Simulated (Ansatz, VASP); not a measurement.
Two plane-wave programs on GaN

```
Ga N
1.0
     0.00000    2.13524    2.13524
     2.13524    0.00000    2.13524
     2.13524    2.13524    0.00000
Ga N
1 1
Direct
  0.03512 0.96488 0.96488
  0.50000 0.50000 0.50000
```

Alike in both runs: task single point; functional PBEsol; k mesh 14 × 14 × 14; occupations gaussian, width 0.03 eV; no spin polarisation.

|  | VASP | Ansatz |
| --- | --- | --- |
| version | VASP 6.6.1 | Ansatz 0.2.0 |
| potentials or method | VASP PAW PBE potentials, release 64 (Ga_d, N) | scalar-relativistic, plane waves, PAW |
| plane-wave cutoff (eV) | 520 | 420 |
| valence electrons in the cell | 18 | 18 |

```csv
,VASP,Ansatz,Ansatz less VASP
gap on the k mesh at the Fermi level (eV),0.34,0.35,+0.011
least direct gap on the mesh (eV),2.32,2.31,-0.013
pressure (GPa),-4.8,-5.2,-0.42
largest component of the traceless stress (GPa),6.23,6.32,+0.084
rms of the force components (eV/Å),0.232,0.237,+0.0051
```

Atom by atom the forces differ by 0.005 eV/Å (rms over components).

Caveats: the PAW data sets were made with another functional, which shifts forces and pressure a little (VASP). A k mesh can miss the band edges.
